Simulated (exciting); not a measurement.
Consider BaS, space group Fm-3m.

```
Ba S
1.0
     0.00000    3.19375    3.19375
     3.19375    0.00000    3.19375
     3.19375    3.19375    0.00000
Ba S
1 1
Direct
  0.00000 0.00000 0.00000
  0.50000 0.50000 0.50000
```

Absorber: atom 2, with 6 Ba at 3.19 Å (octahedral, site symmetry m-3m). Method: exciting, all-electron LAPW+lo, PBE, exchange and screened direct term (singlet BSE), 4×4×4 shifted k points, 36 conduction bands, |G+q| up to 3 bohr⁻¹, full RPA screening with nempty = 61, Lorentzian half width 0.45 eV.

Question: Predict the S K near-edge structure at this level.

Bound core exciton? Undecided on this mesh: the first bright state (over 5 % of the brightest) lies at -0.25 eV from the Kohn–Sham onset and at -0.41 eV from the lowest bare transition of its own mesh; weaker or dark states reach down to -0.39 eV. Maxima (height): 2.0 eV (1.00), 5.1 eV (0.88), 11.6 eV (0.39), 14.5 eV (0.36), 17.8 eV (0.31), 20.6 eV (0.47) and 22.1 eV (0.42).

Energy from the Kohn–Sham onset, core level to the lowest empty state found on the meshes used; Im ε in relative units:

| E (eV) | Im ε |
| --- | --- |
| -4.0 | 0.02 |
| -3.5 | 0.03 |
| -3.0 | 0.03 |
| -2.5 | 0.04 |
| -2.0 | 0.05 |
| -1.5 | 0.07 |
| -1.0 | 0.11 |
| -0.5 | 0.19 |
| 0.0 | 0.39 |
| 0.5 | 0.68 |
| 1.0 | 0.90 |
| 1.5 | 0.96 |
| 2.0 | 1.00 |
| 2.5 | 0.96 |
| 3.0 | 0.88 |
| 3.5 | 0.81 |
| 4.0 | 0.73 |
| 4.5 | 0.74 |
| 5.0 | 0.87 |
| 5.5 | 0.78 |
| 6.0 | 0.62 |
| 6.5 | 0.56 |
| 7.0 | 0.53 |
| 7.5 | 0.43 |
| 8.0 | 0.38 |
| 8.5 | 0.31 |
| 9.0 | 0.31 |
| 9.5 | 0.26 |
| 10.0 | 0.22 |
| 10.5 | 0.26 |
| 11.0 | 0.35 |
| 11.5 | 0.39 |
| 12.0 | 0.37 |
| 12.5 | 0.32 |
| 13.0 | 0.30 |
| 13.5 | 0.31 |
| 14.0 | 0.33 |
| 14.5 | 0.36 |
| 15.0 | 0.35 |
| 15.5 | 0.34 |
| 16.0 | 0.32 |
| 16.5 | 0.30 |
| 17.0 | 0.29 |
| 17.5 | 0.31 |
| 18.0 | 0.31 |
| 18.5 | 0.30 |
| 19.0 | 0.30 |
| 19.5 | 0.32 |
| 20.0 | 0.38 |
| 20.5 | 0.47 |
| 21.0 | 0.43 |
| 21.5 | 0.39 |
| 22.0 | 0.42 |
| 22.5 | 0.39 |
| 23.0 | 0.32 |

With 64 k points the binding energies are rough, and fine structure above the first lines is partly noise of the mesh. Exchange and the short-range direct term aren't converged in the kernel cutoff. The zero comes from the unshifted 4×4×4 ground-state mesh; it is exact only where the band minimum lies on that mesh. The Kohn–Sham onset, 2399 eV, is no photon energy (tabulated edge of the element: 2472 eV): the scale needs a rigid shift. No quasiparticle correction widens the gap or stretches the bands. Vibrations and energy-dependent lifetimes are left out. The structure is a published determination, not relaxed.

[Banner, clock and machine lines of the logs are left out without a mark of their own.]

[Logs are printed without paths, hosts, clocks, repeated set-up lines and the standing remarks that a program may print on its own settings, such as how far it seeks lower states.]

[Hosts, paths, dates, database ids (printed as entryN), source tags and the programs' standing remarks are cut or masked in the printed files.]
